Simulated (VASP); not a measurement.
Li, 1 atom in the cell. Symmetry: Im-3m, No. 229, cubic system. Conventional cell: a = 3.509 Å, b = 3.509 Å, c = 3.509 Å, α = 90.00°, β = 90.00°, γ = 90.00°. Around Li (site symmetry m-3m) lie 8 Li at 3.04 Å. 

```yaml
Program: VASP 6.6.1
Task: relaxation of cell and atoms
Functional: r2SCAN
Potentials_or_basis: VASP PAW PBE potentials, release 64 (Li_sv)
Cutoff: 600 eV
k_mesh: 18 × 18 × 18
Occupations: methfessel-paxton, width 0.1 eV
Spin: no spin polarisation
Further_INCAR_settings: ALGO = Normal; EDIFF = 1e-06; IBRION = 2; EDIFFG = -0.01; NSW = 90; ISIF = 3
```

Potentials or basis: VASP PAW PBE potentials, release 64 (Li_sv).

Launch:

```sh
$ cat potpaw_PBE.64/Li_sv/POTCAR > POTCAR
$ mpirun -np 1 vasp_std > vasp.out
```

Hardware: 1 thread of AMD EPYC 9R45 (Zen 5), on a shared host.

**Question.** Estimate the wall time of this run.

**Answer.** Wall time 4.2 min on 1 thread of AMD EPYC 9R45 (Zen 5), with other jobs on the host, peak memory 0.11 GiB. Counts: scf iterations 69, k points 195, ion steps 4.
